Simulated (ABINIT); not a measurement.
# Ta2C (P-3m1) in ABINIT: single point with LDA

Aim: the single point of Ta2C with LDA.

All numbers are computed with ABINIT 10.8.3 (patched build); they aren't measurements. Logs are shortened: lines on timing, memory, paths and dates and some standing lists are left out, and cuts for length are marked. The log counts tension as positive stress, the text compression.

## (1) The cell of the first run

It takes space group P-3m1 (No. 164, trigonal). Conventional cell: a = 3.147 Å, b = 3.147 Å, c = 5.011 Å, α = 90.00°, β = 90.00°, γ = 120.00°. Ta (site symmetry 3m) has 3 C at 2.21 Å as nearest neighbours. C (site symmetry -3m) has 6 Ta at 2.21 Å as nearest neighbours.

## (2) Single point, LDA (cell stretched)

File run.abi:

```
# Pseudopotentials
pp_dirpath "./"
pseudos "Ta.upf, C.upf"

# Structure
acell 5.9465368641 5.9465368643 9.4703467418
rprim
     1.0000000000     0.0000000000     0.0000000000
    -0.5000000000     0.8660254038     0.0000000000
     0.0000000000     0.0000000000     1.0000000000
ntypat 2
znucl 73 6
natom 3
typat 1 1 2
xred
     0.6666666667     0.3333333333     0.7479900000
     0.3333333333     0.6666666667     0.2520100000
     0.0000000000     0.0000000000     0.0000000000
chkprim 0
chksymtnons 0
tolsym 1.0e-6

# Plane-wave basis
ecut 843.552974 eV

# k points
kptopt 1
ngkpt 8 8 4
nshiftk 1
shiftk 0.0 0.0 0.0

# Exchange and correlation
ixc 7

# Bands and occupations
nband 19
occopt 3
tsmear 0.05 eV

# SCF cycle
nstep 100
tolvrs 1.0e-10

# Output
iomode 3
prtwf 0
prtden 0
prteig 0
prtebands 0
enunit 1
```

Potentials or basis: PseudoDojo NC SR LDA v0.4.1 standard.

On the command line:

```
> mpirun --bind-to none -np 4 abinit run.abi > log 2>&1
```

run.abo:

```text
.Version 10.8.3 of ABINIT
 Symmetries : space group P-3 m 1 (#164); Bravais hP (primitive hexag.)
================================================================================
 Values of the parameters that define the memory need of the present run
     intxc =       0    ionmov =       0      iscf =       7    lmnmax =       8
     lnmax =       8     mgfft =      48  mpssoang =       4    mqgrid =    3001
     natom =       3  nloc_mem =       1    nspden =       1   nspinor =       1
    nsppol =       1      nsym =      12    n1xccc =    2501    ntypat =       2
    occopt =       3   xclevel =       1
       mpw =        2430          nfft =       43200          nkpt =          35
================================================================================
================================================================================

--------------------------------------------------------------------------------
------------- Echo of variables that govern the present computation ------------
--------------------------------------------------------------------------------
 -outvars: echo values of preprocessed input variables --------
            acell      5.9465368641E+00  5.9465368643E+00  9.4703467418E+00 Bohr
              amu      1.80947900E+02  1.20110000E+01
          chkprim           0
      chksymtnons           0
             ecut      3.10000000E+01 Hartree
           enunit           1
              ixc           7
         kptrlatt        8    0    0      0    8    0      0    0    4
          kptrlen      3.78813870E+01
            natom           3
            nband          19
            ngfft          30      30      48
             nkpt          35
            nstep         100
             nsym          12
           ntypat           2
           occopt           3
           prtden           0
        prtebands           0
           prteig           0
            prtwf           0
            rprim      1.0000000000E+00  0.0000000000E+00  0.0000000000E+00
                      -5.0000000000E-01  8.6602540380E-01  0.0000000000E+00
                       0.0000000000E+00  0.0000000000E+00  1.0000000000E+00
          spgroup         164
           tolsym      1.00000000E-06
           tolvrs      1.00000000E-10
           tsmear      1.83746611E-03 Hartree
            typat      1  1  2
           xangst      1.5733858951E+00  9.0839477011E-01  3.7485456555E+00
                      -3.5278466656E-11  1.8167895402E+00  1.2629460162E+00
                       0.0000000000E+00  0.0000000000E+00  0.0000000000E+00
            xcart      2.9732684320E+00  1.7166173297E+00  7.0837246594E+00
                      -6.6666640122E-11  3.4332346594E+00  2.3866220824E+00
                       0.0000000000E+00  0.0000000000E+00  0.0000000000E+00
             xred      6.6666666667E-01  3.3333333333E-01  7.4799000000E-01
[... 109 lines left out ...]

 ----iterations are completed or convergence reached----

 Mean square residual over all n,k,spin=   49.409E-07; max=  61.961E-05
 reduced coordinates (array xred) for    3 atoms
       0.666666666667      0.333333333333      0.747990000000
       0.333333333333      0.666666666667      0.252010000000
       0.000000000000      0.000000000000      0.000000000000
 rms dE/dt=  3.9903E-02; max dE/dt=  8.4646E-02; dE/dt below (all hartree)
    1      -0.000000000000      0.000000000000     -0.084646198039
    2      -0.000000000000     -0.000000000000      0.084646198039
    3       0.000000000000      0.000000000000      0.000000000000

 cartesian coordinates (angstrom) at end:
    1      1.57338589505311     0.90839477010513     3.74854565552250
    2     -0.00000000003528     1.81678954021027     1.26294601618768
    3      0.00000000000000     0.00000000000000     0.00000000000000

 cartesian forces (hartree/bohr) at end:
    1      0.00000000000000    -0.00000000000000     0.00893802522201
    2      0.00000000000000     0.00000000000000    -0.00893802522201
    3     -0.00000000000000    -0.00000000000000    -0.00000000000000
 frms,max,avg= 4.2134255E-03 8.9380252E-03   0.000E+00  0.000E+00  0.000E+00 h/b

 cartesian forces (eV/Angstrom) at end:
    1      0.00000000000000    -0.00000000000000     0.45961173638320
    2      0.00000000000000     0.00000000000000    -0.45961173638320
    3     -0.00000000000000    -0.00000000000000    -0.00000000000000
 frms,max,avg= 2.1666305E-01 4.5961174E-01   0.000E+00  0.000E+00  0.000E+00 e/A
 length scales=  5.946536864100  5.946536864300  9.470346741800 bohr
              =  3.146771790142  3.146771790247  5.011491671710 angstroms
 Fermi (or HOMO) energy (eV) =  12.77110   Average Vxc (eV)= -13.25366
 Eigenvalues (   eV  ) for nkpt=  35  k points:
 kpt#   1, nband= 19, wtk=  0.00391, kpt=  0.0000  0.0000  0.0000 (reduced coord)
 -55.22714  -55.17137  -22.08895  -21.50535  -21.50535  -21.40729  -21.40729  -21.32937
   0.07079    6.12593    9.27522    9.27522    9.73606   12.71626   13.20230   13.20230
  13.79231   13.79231   14.96628
 prteigrs : prtvol=0 or 1, do not print more k-points.

--- !EnergyTerms
iteration_state     : {dtset: 1, }
comment             : Components of total free energy in Hartree
kinetic             :  3.81163105314255E+01
hartree             :  1.62884438443568E+01
xc                  : -3.14705471058256E+01
Ewald energy        : -1.02942905564294E+02
psp_core            :  4.92970546738020E+00
local_psp           : -7.00624954243139E+01
non_local_psp       :  8.71638284314273E+00
internal            : -1.36425105408128E+02
'-kT*entropy'       : -3.00168611394593E-04
total_energy        : -1.36425405576740E+02
total_energy_eV     : -3.71232440491327E+03
band_energy         : -1.33679657332651E+01
...

 Cartesian components of stress tensor (hartree/bohr^3)
  sigma(1 1)=  6.60377519E-04  sigma(3 2)=  0.00000000E+00
  sigma(2 2)=  6.60377517E-04  sigma(3 1)=  0.00000000E+00
  sigma(3 3)=  6.98704656E-04  sigma(2 1)=  3.42891419E-13

-Cartesian components of stress tensor (GPa)         [Pressure= -1.9805E+01 GPa]
- sigma(1 1)=  1.94289774E+01  sigma(3 2)=  0.00000000E+00
- sigma(2 2)=  1.94289773E+01  sigma(3 1)=  0.00000000E+00
- sigma(3 3)=  2.05566007E+01  sigma(2 1)=  1.00882138E-08

== END DATASET(S) ==============================================================
================================================================================

 -outvars: echo values of variables after computation  --------
            acell      5.9465368641E+00  5.9465368643E+00  9.4703467418E+00 Bohr
           etotal     -1.3642540558E+02
            fcart      6.0374529124E-29 -3.8342975704E-28  8.9380252220E-03
                       6.0374529124E-29  4.5314425832E-28 -8.9380252220E-03
                      -1.2074905825E-28 -6.9714501282E-29 -0.0000000000E+00
            rprim      1.0000000000E+00  0.0000000000E+00  0.0000000000E+00
                      -5.0000000000E-01  8.6602540380E-01  0.0000000000E+00
                       0.0000000000E+00  0.0000000000E+00  1.0000000000E+00
           strten      6.6037751926E-04  6.6037751744E-04  6.9870465646E-04
                       0.0000000000E+00  0.0000000000E+00  3.4289141896E-13
           xangst      1.5733858951E+00  9.0839477011E-01  3.7485456555E+00
                      -3.5278466656E-11  1.8167895402E+00  1.2629460162E+00
                       0.0000000000E+00  0.0000000000E+00  0.0000000000E+00
             xred      6.6666666667E-01  3.3333333333E-01  7.4799000000E-01
                       3.3333333333E-01  6.6666666667E-01  2.5201000000E-01
                       0.0000000000E+00  0.0000000000E+00  0.0000000000E+00
 Calculation completed.
```

It took 13 s on 4 MPI ranks of Arm Neoverse V2, shared host; peak memory 0.24 GiB.

What came out:

```
Free energy                                           : -3712.3244 eV
Largest force                                         : 0.460 eV/Å
Band gap on the k mesh                                : none (metal or under the smearing width)
Valence electrons inside the program's atomic spheres : Ta 9.23; C 4.07
```

Forces on the atoms (eV/Å):
```
Ta   0.000  0.000  0.460
Ta   0.000  0.000 -0.460
C    0.000  0.000  0.000
```

Caveat: the cutoff is too short for stress, so the log's stress isn't used. Spin-orbit coupling is left out, which matters for the levels of Ta.
